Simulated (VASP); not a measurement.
# TaN (P6_3/mmc) in VASP: a series of runs

One crystal, TaN, is run at these levels: PBEsol; tasks: density of states, electric field gradients, core levels, phonons, elastic constants.

Program: VASP 6.6.1. These are calculated values, not measurements. Logs are shortened: lines on timing, memory, paths and dates and some standing lists are left out, and cuts for length are marked.

**1. Starting point**

Symmetry: P6_3/mmc, No. 194, hexagonal system. Conventional cell: a = 2.922 Å, b = 2.922 Å, c = 5.917 Å, α = 90.00°, β = 90.00°, γ = 120.00°. Ta (site symmetry -3m) is surrounded by 6 N at 2.24 Å. Around N (site symmetry -6m2) lie 6 Ta at 2.24 Å.

The cell comes from a database or a generator and needn't be the stable form of this composition.

**2. Density of states, PBEsol**

Contents of POSCAR:

```
TaN
1.0
    2.9217699809      0.0000000000      0.0000000000
   -1.4608849905      2.5303270275      0.0000000000
    0.0000000000      0.0000000000      5.9165150000
Ta N
2 2
Direct
    0.0000000000      0.0000000000      0.5000000000
    0.0000000000      0.0000000000      0.0000000000
    0.3333333333      0.6666666667      0.2500000000
    0.6666666667      0.3333333333      0.7500000000
```

Contents of INCAR.step1:

```
SYSTEM = TaN
PREC = Accurate
ENCUT = 520
EDIFF = 1E-7
ISMEAR = 0
SIGMA = 0.02
LREAL = .FALSE.
LASPH = .TRUE.
NELM = 60
ALGO = Normal
ISIF = 2
LWAVE = .FALSE.
LCHARG = .TRUE.
LMAXMIX = 4
GGA = PS
```

Contents of KPOINTS.step1:

```
regular mesh
0
G
  10 10 5
  0 0 0
```

Contents of INCAR.step2:

```
SYSTEM = TaN
PREC = Accurate
ENCUT = 520
EDIFF = 1E-7
ISMEAR = -5
SIGMA = 0.02
LREAL = .FALSE.
LASPH = .TRUE.
NELM = 60
ALGO = Normal
ISIF = 2
LWAVE = .FALSE.
LCHARG = .FALSE.
LMAXMIX = 4
GGA = PS
LORBIT = 10
NEDOS = 1001
ICHARG = 11
```

Contents of KPOINTS.step2:

```
regular mesh
0
G
  15 15 8
  0 0 0
```

Potentials or basis: VASP PAW PBE potentials, release 64 (Ta_pv, N).

Run with:

```bash
$ cat potpaw_PBE.64/Ta_pv/POTCAR potpaw_PBE.64/N/POTCAR > POTCAR
$ cp INCAR.step1 INCAR
$ cp KPOINTS.step1 KPOINTS
$ mpirun -np 1 vasp_std > vasp.out
$ cp INCAR.step2 INCAR
$ cp KPOINTS.step2 KPOINTS
$ mpirun -np 1 vasp_std > vasp.out
```

OUTCAR:

```text
SYSTEM = TaN
   PREC = Accurate
   ENCUT = 520
   EDIFF = 1E-7
   ISMEAR = -5
   LREAL = .FALSE.
   LASPH = .TRUE.
   NELM = 60
   ISIF = 2
   GGA = PS
   LORBIT = 10
   ICHARG = 11

 ion  position               nearest neighbor table
   1  0.000  0.000  0.500-   3 2.24   4 2.24   4 2.24   3 2.24   4 2.24   3 2.24   2 2.96   2 2.96

   2  0.000  0.000  0.000-   3 2.24   4 2.24   4 2.24   3 2.24   4 2.24   3 2.24   1 2.96   1 2.96

   3  0.333  0.667  0.250-   1 2.24   2 2.24   1 2.24   2 2.24   1 2.24   2 2.24
   4  0.667  0.333  0.750-   1 2.24   2 2.24   1 2.24   2 2.24   1 2.24   2 2.24

  LATTYP: Found a hexagonal cell.
 ALAT       =     2.9217699809
 C/A-ratio  =     2.0249763119

  Lattice vectors:

 A1 = (   2.9217699809,   0.0000000000,   0.0000000000)
 A2 = (  -1.4608849905,   2.5303270275,   0.0000000000)
 A3 = (   0.0000000000,   0.0000000000,   5.9165150000)

Analysis of symmetry for initial positions (statically):
=====================================================================
 Subroutine PRICEL returns:
 Original cell was already a primitive cell.

 Routine SETGRP: Setting up the symmetry group for a
 hexagonal supercell.

 Subroutine GETGRP returns: Found 24 space group operations
 (whereof 12 operations were pure point group operations)
 out of a pool of 24 trial point group operations.

The static configuration has the point symmetry D_3d.
 The point group associated with its full space group is D_6h.

Analysis of symmetry for dynamics (positions and initial velocities):
=====================================================================
 Subroutine PRICEL returns:
 Original cell was already a primitive cell.

 Routine SETGRP: Setting up the symmetry group for a
 hexagonal supercell.

 Subroutine GETGRP returns: Found 24 space group operations
 (whereof 12 operations were pure point group operations)
 out of a pool of 24 trial point group operations.

The dynamic configuration has the point symmetry D_3d.
 The point group associated with its full space group is D_6h.

 Subroutine INISYM returns: Found 24 space group operations
 (whereof 12 operations are pure point group operations),
 and found     1 'primitive' translations

----------------------------------------------------------------------------------------

                                     Primitive cell

  volume of cell :      43.7410

  direct lattice vectors                    reciprocal lattice vectors
     2.921769981  0.000000000  0.000000000     0.342258291  0.197602916  0.000000000
    -1.460884991  2.530327027  0.000000000     0.000000000  0.395205833  0.000000000
[... 105 lines left out ...]
   EFERMI =   0.00;   METHOD = LEGACY
   ISMEAR =    -5;   SIGMA  =   0.02  broadening in eV -4-tet -1-fermi 0-gaus
   EFERMI_NEDOS =   21; number of points for ismear=-14 and -15
   IALGO  =     38    algorithm
   IMIX   =      4    mixing-type and parameters
     AMIX     =   0.40;   BMIX     =  1.00
     AMIX_MAG =   1.60;   BMIX_MAG =  1.00
  volume/ion in A,a.u.               =      10.94        73.79
  Fermi-wavevector in a.u.,A,eV,Ry     =   1.475124  2.787581 29.606163  2.175992
  Thomas-Fermi vector in A             =   2.589812
   LORBIT       =     10    0 simple, 1 ext, 2 COOP (PROOUT), +10 PAW based schemes
   GGA     = PS    functional components
   LHFCALC =     F    Hartree Fock is set to
   AEXX    =    0.0000 exact exchange contribution
   IVDW    =     0    specifies the selected vdW correction
   LEPSILON=     F    determine dielectric tensor
   LRPA    =     F    only Hartree local field effects (RPA)
 non-spin polarized calculation
 Fermi weights with tetrahedron method with Bloechl corrections
  energy-cutoff  :      520.00
  volume of cell :       43.74
 maximum number of plane-waves:      1223
 NGX is ok and might be reduce to    24

 number of electron      32.0000005 magnetization

 Free energy of the ion-electron system (eV)
  ---------------------------------------------------
  ext. energy  EPLUGINS =         0.00000000
  ---------------------------------------------------
  free energy    TOTEN  =       -46.72984712 eV

  energy without entropy =      -46.72984712  energy(sigma->0) =      -46.72984712

 E-fermi :   7.9583     XC(G=0): -13.4265

 val. band max:        8.1468380809   @ k =   0.3333   0.3333   0.0000
 cond. band min:       7.7231066972   @ k =   0.1333   0.1333   0.5000
 fundamental gap:     -0.4237313838
 Fermi energy:         7.9583070038

 k-point     1 :       0.0000    0.0000    0.0000
  band No.  band energies     occupation
      1     -27.6041      2.00000
      2     -26.8528      2.00000
      3     -26.5993      2.00000
      4     -26.5993      2.00000
      5     -26.5381      2.00000
      6     -26.5381      2.00000
[... 541 lines left out ...]
     19      11.1837      0.00000
     20      13.1751      0.00000

 [... further k-points ...]

------------------------ aborting loop because EDIFF is reached ----------------------------------------

  FORCE on cell =-STRESS in cart. coord.  units (eV):
  Direction    XX          YY          ZZ          XY          YZ          ZX
  --------------------------------------------------------------------------------------
  -------------------------------------------------------------------------------------
  Total       -2.5432671     -2.5432671     -2.7120189      0.0000000      0.0000000      0.0000000
  in kB      -93.1566596    -93.1566596    -99.3378258      0.0000000      0.0000000      0.0000000
  external PRESSURE =     -95.2170483 kB  Pullay stress =       0.0000000 kB

 VOLUME and BASIS-vectors are now :
 -----------------------------------------------------------------------------
  energy-cutoff  :      520.00
  volume of cell :       43.74
      direct lattice vectors                 reciprocal lattice vectors
     2.921769981  0.000000000  0.000000000     0.342258291  0.197602916  0.000000000
    -1.460884991  2.530327027  0.000000000     0.000000000  0.395205833  0.000000000
     0.000000000  0.000000000  5.916515000     0.000000000  0.000000000  0.169018417

 POSITION                                       TOTAL-FORCE (eV/Angst)
 -----------------------------------------------------------------------------------
      0.00000      0.00000      2.95826         0.000000      0.000000     -0.000000
      0.00000      0.00000      0.00000         0.000000      0.000000     -0.000000
     -0.00000      1.68688      1.47913         0.000000      0.000000      0.000000
      1.46088      0.84344      4.43739        -0.000000      0.000000      0.000000
 -----------------------------------------------------------------------------------
    total drift:                               -0.000000      0.000000      0.000000

  FREE ENERGIE OF THE ION-ELECTRON SYSTEM (eV)
  ---------------------------------------------------
  free  energy   TOTEN  =       -46.7298471208 eV

  energy  without entropy=      -46.7298471208  energy(sigma->0) =      -46.72984712

 total charge

# of ion       s       p       d       tot
------------------------------------------
    1        0.294   6.234   2.456   8.984
    2        0.294   6.234   2.456   8.984
    3        1.224   2.465   0.000   3.690
    4        1.224   2.465   0.000   3.690
--------------------------------------------------
tot          3.037  17.398   4.912  25.347
```

OUTCAR.step1:

```text
SYSTEM = TaN
   PREC = Accurate
   ENCUT = 520
   EDIFF = 1E-7
   ISMEAR = 0
   LREAL = .FALSE.
   LASPH = .TRUE.
   NELM = 60
[... 786 lines left out ...]
      0.00000      0.00000      0.00000         0.000000      0.000000     -0.000000
     -0.00000      1.68688      1.47913         0.000000     -0.000000      0.000000
      1.46088      0.84344      4.43739         0.000000      0.000000      0.000000
 -----------------------------------------------------------------------------------
    total drift:                               -0.000000      0.000000      0.000000

  FREE ENERGIE OF THE ION-ELECTRON SYSTEM (eV)
  ---------------------------------------------------
  free  energy   TOTEN  =       -46.7312071978 eV

  energy  without entropy=      -46.7309465020  energy(sigma->0) =      -46.73107685
```

OSZICAR.step1:

```text
N       E                     dE             d eps       ncg     rms          rms(c)
DAV:   1     0.262945219673E+03    0.26295E+03   -0.17934E+04  1680   0.167E+03
DAV:   2    -0.379705385680E+02   -0.30092E+03   -0.29125E+03  1976   0.450E+02
DAV:   3    -0.513324279008E+02   -0.13362E+02   -0.13076E+02  2108   0.882E+01
DAV:   4    -0.515877486005E+02   -0.25532E+00   -0.24552E+00  2116   0.111E+01
DAV:   5    -0.515935949793E+02   -0.58464E-02   -0.58333E-02  2112   0.127E+00    0.325E+01
DAV:   6    -0.470489206233E+02    0.45447E+01   -0.29835E+01  1968   0.347E+01    0.151E+01
DAV:   7    -0.467906294352E+02    0.25829E+00   -0.21287E+00  1968   0.909E+00    0.826E+00
DAV:   8    -0.467343329145E+02    0.56297E-01   -0.18623E-01  1968   0.391E+00    0.519E-01
DAV:   9    -0.467316430571E+02    0.26899E-02   -0.24983E-02  2060   0.904E-01    0.220E-01
DAV:  10    -0.467313404932E+02    0.30256E-03   -0.42287E-03  2160   0.562E-01    0.749E-02
DAV:  11    -0.467312052982E+02    0.13519E-03   -0.65608E-04  2048   0.178E-01    0.159E-02
DAV:  12    -0.467312073186E+02   -0.20204E-05   -0.31508E-05  2072   0.417E-02    0.454E-03
DAV:  13    -0.467312071786E+02    0.13999E-06   -0.74127E-07  2004   0.647E-03    0.229E-03
DAV:  14    -0.467312071978E+02   -0.19180E-07   -0.29468E-08  1232   0.155E-03
   1 F= -.46731207E+02 E0= -.46731077E+02  d E =-.260696E-03
```

It took 86 s on 1 thread of Intel Xeon Platinum 8488C (Sapphire Rapids), shared host; peak memory 0.24 GiB.

Results:

- Valence electrons inside the program's atomic spheres: Ta 8.98; N 3.69

States per cell in windows of 0.5 eV (zero at the Fermi level; states under -8 eV left out):
```
from (eV)  total  Ta1_d  Ta2_d  N3_p  N4_p  Ta1_p  Ta2_p
     -8.0   0.75   0.06   0.06  0.11  0.11   0.01   0.01
     -7.5   1.44   0.14   0.14  0.23  0.23   0.02   0.02
     -7.0   1.00   0.11   0.11  0.17  0.17   0.02   0.02
     -6.5   1.17   0.13   0.13  0.21  0.21   0.02   0.02
     -6.0   1.23   0.13   0.13  0.23  0.23   0.03   0.03
     -5.5   1.57   0.16   0.16  0.31  0.31   0.05   0.05
     -5.0   1.72   0.18   0.18  0.35  0.35   0.04   0.04
     -4.5   1.45   0.14   0.14  0.31  0.31   0.04   0.04
     -4.0   0.81   0.10   0.10  0.16  0.16   0.01   0.01
     -3.5   0.36   0.05   0.05  0.07  0.07   0.00   0.00
     -3.0   0.48   0.08   0.08  0.07  0.07   0.01   0.01
     -2.5   0.56   0.13   0.13  0.05  0.05   0.01   0.01
     -2.0   0.96   0.27   0.27  0.05  0.05   0.01   0.01
     -1.5   0.89   0.26   0.26  0.04  0.04   0.01   0.01
     -1.0   0.74   0.23   0.23  0.02  0.02   0.01   0.01
     -0.5   0.44   0.14   0.14  0.02  0.02   0.00   0.00
      0.0   0.52   0.16   0.16  0.03  0.03   0.00   0.00
      0.5   0.83   0.25   0.25  0.06  0.06   0.00   0.00
      1.0   0.77   0.24   0.24  0.04  0.04   0.01   0.01
      1.5   0.90   0.28   0.28  0.05  0.05   0.01   0.01
      2.0   0.99   0.32   0.32  0.06  0.06   0.01   0.01
      2.5   0.82   0.28   0.28  0.03  0.03   0.01   0.01
      3.0   0.72   0.25   0.25  0.03  0.03   0.01   0.01
      3.5   1.09   0.38   0.38  0.04  0.04   0.01   0.01
      4.0   0.78   0.28   0.28  0.03  0.03   0.01   0.01
      4.5   0.57   0.21   0.21  0.03  0.03   0.00   0.00
      5.0   0.01   0.01   0.01  0.00  0.00   0.00   0.00
      5.5   0.00   0.00   0.00  0.00  0.00   0.00   0.00
      6.0   0.00   0.00   0.00  0.00  0.00   0.00   0.00
      6.5   0.00   0.00   0.00  0.00  0.00   0.00   0.00
```

Caveat: the PAW data sets were made with another functional, which shifts forces and pressure a little; tetrahedron occupations give inexact forces and stress in metals.

**3. Electric field gradients, PBEsol**

Contents of INCAR:

```
SYSTEM = TaN
  ALGO = Normal
  EDIFF = 1E-8
  ENCUT = 520
  GGA = PS
  ISIF = 2
  ISMEAR = 0
  LASPH = .TRUE.
  LCHARG = .FALSE.
  LEFG = .TRUE.
  LREAL = .FALSE.
  LWAVE = .FALSE.
  NELM = 60
  PREC = Accurate
  SIGMA = 0.02
```

Contents of KPOINTS:

```
k-points
0
G
  10 10 5
  0 0 0
```

POSCAR is that of step 2.

Potentials or basis: VASP PAW PBE potentials, release 64 (Ta_pv, N).

Run with:

```bash
$ cat potpaw_PBE.64/Ta_pv/POTCAR potpaw_PBE.64/N/POTCAR > POTCAR
$ mpirun -np 1 vasp_std > vasp.out
```

OUTCAR:

```text
SYSTEM = TaN
   EDIFF = 1E-8
   ENCUT = 520
   GGA = PS
   ISIF = 2
   ISMEAR = 0
   LASPH = .TRUE.
   LREAL = .FALSE.
   NELM = 60
   PREC = Accurate

 ion  position               nearest neighbor table
   1  0.000  0.000  0.500-   3 2.24   4 2.24   4 2.24   3 2.24   4 2.24   3 2.24   2 2.96   2 2.96

   2  0.000  0.000  0.000-   3 2.24   4 2.24   4 2.24   3 2.24   4 2.24   3 2.24   1 2.96   1 2.96

   3  0.333  0.667  0.250-   1 2.24   2 2.24   1 2.24   2 2.24   1 2.24   2 2.24
   4  0.667  0.333  0.750-   1 2.24   2 2.24   1 2.24   2 2.24   1 2.24   2 2.24

  LATTYP: Found a hexagonal cell.
 ALAT       =     2.9217699809
 C/A-ratio  =     2.0249763119

  Lattice vectors:

 A1 = (   2.9217699809,   0.0000000000,   0.0000000000)
 A2 = (  -1.4608849905,   2.5303270275,   0.0000000000)
 A3 = (   0.0000000000,   0.0000000000,   5.9165150000)

Analysis of symmetry for initial positions (statically):
[... 762 lines left out ...]
 -----------------------------------------------------------------------------------
      0.00000      0.00000      2.95826        -0.000000      0.000000      0.000000
      0.00000      0.00000      0.00000        -0.000000      0.000000      0.000000
     -0.00000      1.68688      1.47913        -0.000000     -0.000000     -0.000000
      1.46088      0.84344      4.43739         0.000000      0.000000      0.000000
 -----------------------------------------------------------------------------------
    total drift:                               -0.000000      0.000000      0.000000

  FREE ENERGIE OF THE ION-ELECTRON SYSTEM (eV)
  ---------------------------------------------------
  free  energy   TOTEN  =       -46.7312071876 eV

  energy  without entropy=      -46.7309465132  energy(sigma->0) =      -46.73107685

 Electric field gradients (V/A^2)
---------------------------------------------------------------------
 ion       V_xx      V_yy      V_zz      V_xy      V_xz      V_yz
---------------------------------------------------------------------
   1      47.778    47.778   -95.555     0.000     0.000    -0.000
   2      47.778    47.778   -95.555     0.000    -0.000     0.000
   3      -6.872    -6.871    13.744     0.001     0.000    -0.000
   4      -6.872    -6.871    13.744     0.001     0.000     0.000
---------------------------------------------------------------------

 Electric field gradients after diagonalization (V/A^2)
 (convention: |V_zz| > |V_xx| > |V_yy|)
----------------------------------------------------------------------
 ion       V_xx      V_yy      V_zz     asymmetry (V_yy - V_xx)/ V_zz
----------------------------------------------------------------------
   1      47.778    47.777   -95.555       0.000
   2      47.778    47.777   -95.555       0.000
   3      -6.873    -6.871    13.744       0.000
   4      -6.873    -6.871    13.744       0.000
----------------------------------------------------------------------

           NMR quadrupolar parameters

 Cq : quadrupolar parameter    Cq=e*Q*V_zz/h
 eta: asymmetry parameters     (V_yy - V_xx)/ V_zz
 Q  : nuclear electric quadrupole moment in mb (millibarn)
----------------------------------------------------------------------
 ion       Cq(MHz)       eta       Q (mb)
----------------------------------------------------------------------
   1      -0.231       0.000       1.000
   2      -0.231       0.000       1.000
   3       0.033       0.000       1.000
   4       0.033       0.000       1.000
----------------------------------------------------------------------
```

Wall time 37 s (1 thread of Intel Xeon Platinum 8488C (Sapphire Rapids), shared host); peak memory 0.18 GiB.

What came out:

```
Free energy            : -46.7312 eV
Pressure               : -9.6 GPa
Band gap on the k mesh : none (metal or under the smearing width)
```

Stress tensor (GPa, compression positive):
```
 -9.34   0.00   0.00
  0.00  -9.34   0.00
  0.00   0.00 -10.25
```

Levels at points of the mesh, in eV from the Fermi level:
| k point | band 12 | band 13 | band 14 | band 15 | band 16 | band 17 | band 18 | band 19 | band 20 |
| --- | --- | --- | --- | --- | --- | --- | --- | --- | --- |
| (0.00, 0.00, 0.00) | -4.27 | -3.44 | -1.92 | -1.92 | -0.21 | -0.21 | 0.57 | 0.57 | 2.39 |
| (0.50, 0.00, 0.00) | -5.34 | -4.10 | -3.68 | -2.74 | -2.09 | 2.84 | 3.98 | 4.84 | 5.18 |

Electric field gradients, principal values (V/Å²):
```tsv
atom	Vxx	Vyy	Vzz
1 Ta	47.777	47.778	-95.555
2 Ta	47.777	47.778	-95.555
3 N	-6.871	-6.873	13.744
4 N	-6.871	-6.873	13.744
```

Caveat: the PAW data sets were made with another functional, which shifts forces and pressure a little. The run has no spin-orbit coupling, so splittings on Ta are missing.

[end of part 1 of 3]
